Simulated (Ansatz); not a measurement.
# TiAl: the cost of one run

Method: DFT PBE, scalar-relativistic, plane waves, PAW, in Ansatz 0.2.0.

4 further runs of the same task are left out: 2 that didn't finish, 2 set aside as unsound or not needed. Runs told in other sessions of the task aren't counted.

## 1. Starting point

The structure is tetragonal, space group P4/mmm (No. 123). Conventional cell: a = 2.822 Å, b = 2.822 Å, c = 4.077 Å, α = 90.00°, β = 90.00°, γ = 90.00°. Ti (site symmetry 4/mmm) has 4 Ti at 2.82 Å and 8 Al at 2.85 Å in its first shell of neighbours. Around Al (site symmetry 4/mmm) lie 4 Al at 2.82 Å and 8 Ti at 2.85 Å.

Coordinates:

```xyz
6
Lattice="-2.8221 0.0000 0.0000 0.0000 -2.8221 0.0000 0.0000 0.0000 12.2303" Properties=species:S:1:pos:R:3 pbc="T T T"
Ti    0.0000   -2.8221    0.0000
Ti    0.0000   -2.8221    4.0768
Ti    0.0000   -2.8221    8.1535
Al   -1.4110   -1.4110    2.0384
Al   -1.4110   -1.4110    6.1151
Al   -1.4110   -1.4110   10.1919
```

It is built from the cell relaxed beforehand with the same method (16.23 Å³/atom).

## 2. The reference: the undisturbed cell on the scan's mesh

The input, input.yaml:

```yaml
crystal:
  lattice:
    - [-2.8220914054, 0.0, 0.0]
    - [0.0, -2.8220914054, 0.0]
    - [0.0, 0.0, 12.2302953755]
  atoms:
    - { symbol: Ti, position: [0.0, 1.0, 0.0] }
    - { symbol: Ti, position: [0.0, 1.0, 0.3333333333] }
    - { symbol: Ti, position: [0.0, 1.0, 0.6666666667] }
    - { symbol: Al, position: [0.5, 0.5, 0.1666666667] }
    - { symbol: Al, position: [0.5, 0.5, 0.5] }
    - { symbol: Al, position: [0.5, 0.5, 0.8333333333] }
basis:
  ecutwfc: 420
kpoints:
  mp_grid: { grid: [21, 21, 5] }
hamiltonian:
  xc: pbe
scf:
  occupations: { method: gaussian, width: 0.15 }
output:
  forces: true
  stress: true
  eigenvalues: true
  write_density: true
  write_potential: true
  elf: true
  volumetric_format: npy
```

The run is started by

```console
ansatz run input.yaml --threads 2 --pin off --max-ram 5120MiB --backend cpu --events-out ev --progress --plain --runs-dir out
```

Q: Estimate wall time and peak memory on 2 threads of Arm Neoverse V1, shared host.

About 17 s, with a peak of 0.65 GiB.
